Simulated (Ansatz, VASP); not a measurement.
# Ag in VASP and in Ansatz

INCAR

```
SYSTEM = Ag
PREC     = Accurate       ! precision mode
ENCUT    = 520            ! plane-wave cutoff, eV
EDIFF    = 1E-6           ! SCF threshold, eV
ISMEAR   = 1              ! smearing method
SIGMA    = 0.1            ! smearing width, eV
LREAL    = .False.        ! projectors in reciprocal space
LASPH    = .True.         ! aspherical terms in the spheres
NELM     = 150            ! most SCF steps
ALGO     = Normal         ! electronic algorithm
ISIF     = 2              ! what is computed and relaxed
LWAVE    = .False.        ! write WAVECAR
LCHARG   = .False.        ! write CHGCAR
MAGMOM   = 0 0 0          ! initial moments
LORBIT   = 11             ! projections on sites
LSORBIT  = .True.         ! spin-orbit coupling
GGA_COMPAT= .False.      
LORBMOM  = .True.       
LMAXMIX  = 4              ! l up to which the mixer works
GGA      = PS             ! functional
IVDW     = 13             ! dispersion correction
NBANDS   = 22             ! bands
```

The input KPOINTS:

```
Automatic mesh
0
Gamma
  8 8 8
  0 0 0
```

The input POSCAR:

```
Ag
1.0
    0.0000000000      2.0151418859      2.0151418859
    2.0151418859      0.0000000000      2.0151418859
    2.0151418859      2.0151418859      0.0000000000
Ag
1
Direct
    0.0000000000      0.0000000000      0.0000000000
```

The input input.yaml:

```yaml
crystal:
  lattice:
    - [0.0, 2.0151418859, 2.0151418859]
    - [2.0151418859, 0.0, 2.0151418859]
    - [2.0151418859, 2.0151418859, 0.0]
  atoms:
    - { symbol: Ag, position: [0.0, 0.0, 0.0] }
kpoints:
  mp_grid: { grid: [8, 8, 8] }
scf:
  occupations: { method: methfessel_paxton, width: 0.1 }
hamiltonian:
  xc: pbesol
  dispersion: d4
  pseudopotentials: { kind: all_electron, lapw: { basis_error: 0.001 } }
magnetization:
  noncollinear: true
  spin_orbit: true
output:
  forces: true
  stress: true
  eigenvalues: true
```

Change from the starting cell: volume scaled by 0.96.

Alike in both runs: task single point; functional PBEsol; dispersion D4; k mesh 8 × 8 × 8; occupations methfessel-paxton of order 1, width 0.1 eV; non-collinear spin, spin-orbit coupling.

```csv
,VASP,Ansatz
version,VASP 6.6.1,Ansatz 0.2.0
potentials or method,"VASP PAW PBE potentials, release 64 (Ag)","all-electron LAPW, relativistic spinors"
plane-wave cutoff (eV),520,see its input
```

```tsv
	VASP	Ansatz	Ansatz less VASP
gap on the k mesh at the Fermi level (eV)	none	none	-
pressure (GPa)	-0.6	-0.4	+0.20
net moment per atom (μB)	0.00	0.00	0.000
dispersion energy (meV/atom)	-343.8	-343.9	-0.12
```

A gap of «none» marks a metal or a gap that the smearing closes. Ansatz ran all-electron here, so the differences hold the error of VASP's frozen core and of both bases.

Caveats: the PAW data sets were made with another functional, which shifts forces and pressure a little (VASP); the k mesh is thin for a metal, which can move the energy by tens of meV per atom (Ansatz); pairwise dispersion overbinds metals, which lowers pressure and volume (Ansatz).
